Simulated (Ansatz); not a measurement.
# BeTe: the cost of one run

Program: Ansatz 0.2.0 through its Python package. Level of theory: DFT PBE, plane waves, PAW. These are calculated values, not measurements.

The COD entry's cell or inner coordinates are ideal or old and differ from later refinements, so a difference from it is no clean test against experiment.

## Step 1: The system

The structure is cubic, space group F-43m (No. 216). Conventional cell: a = 5.540 Å, b = 5.540 Å, c = 5.540 Å, α = 90.00°, β = 90.00°, γ = 90.00°. Be (site symmetry -43m) has 4 Te at 2.40 Å as nearest neighbours. Te (site symmetry -43m) is surrounded by 4 Be at 2.40 Å.

bete.vasp, read by the script:

```text
BeTe
1.0
   0.00000000    2.77000000    2.77000000
   2.77000000    0.00000000    2.77000000
   2.77000000    2.77000000    0.00000000
Be Te
1 1
Direct
   0.00000000    0.00000000    0.00000000
   0.25000000    0.25000000    0.25000000
```

## Step 2: The script

compress.py

```python
import logging
import sys
import warnings

import ansatz
from ase.io import read
import numpy as np
import pandas as pd

logging.basicConfig(stream=sys.stdout, format="[%(levelname)s] %(message)s")
log = logging.getLogger("calc")
log.setLevel(logging.INFO)

def edges_and_angles(cell):
    cell = np.asarray(cell)
    a, b, c = np.linalg.norm(cell, axis=1)
    cosines = cell[1] @ cell[2] / (b * c), cell[0] @ cell[2] / (a * c), cell[0] @ cell[1] / (a * b)
    return (a, b, c, *np.degrees(np.arccos(cosines)))

warnings.simplefilter("ignore", ansatz.DeckWarning)

atoms = read("bete.vasp", format="vasp")
cell = ansatz.Crystal.from_ase(atoms)

setup = (
    cell.calculation()
    .kpoints(mesh=(8, 8, 8), center="gamma")
    .basis(18 * ansatz.Ha)
    .functional("PBE")
    .occupations(ansatz.OccupationsMethod.FIXED)
)

rows = []
for pressure in [0, 5, 10, 20]:
    done = setup.relax(cell=True, pressure=pressure).run(threads=1)
    cell = done.lattice.cell_ang
    n_atoms = len(done.lattice.sites)
    volume = abs(np.linalg.det(cell)) / n_atoms
    enthalpy = done.report["free_energy_ev"] / n_atoms + pressure * volume / 160.21766
    rows.append((pressure, volume, enthalpy, *edges_and_angles(cell)))
    log.info(f"{pressure} GPa done: {volume:.4f} A^3/atom")

table = pd.DataFrame(rows, columns=["P_GPa", "V_A3_atom", "H_eV_atom", "a", "b", "c", "alpha", "beta", "gamma"])
print(table.round(4).to_string(index=False))
p, v = np.array([row[0] for row in rows], float), np.array([row[1] for row in rows])
print("mean bulk modulus between rows (GPa):", np.round(-np.diff(p) / np.diff(np.log(v)), 1))
```

## Step 3: The calls as engine input

The engine receives this input (first run):

```yaml
crystal:
  lattice:
    - [0.0, 2.77, 2.77]
    - [2.77, 0.0, 2.77]
    - [2.77, 2.77, 0.0]
  atoms:
    - { symbol: Be, position: [0.0, 0.0, 0.0] }
    - { symbol: Te, position: [0.25, 0.25, 0.25] }
basis:
  ecutwfc: 489.804952427784
kpoints:
  mp_grid:
    grid: [8, 8, 8]
    shift: [0.0, 0.0, 0.0]
hamiltonian:
  xc: pbe
scf:
  occupations:
    method: fixed
relax:
  cell:
    p_target: 0.0
```

## Step 4: Launch

On the command line:

```bash
$ python compress.py
```

**Question.** How long does this script take on 1 thread of Intel Xeon Platinum 8559C (Emerald Rapids), shared host, and how much memory does it need?

About 21 s, with a peak of 0.52 GiB.
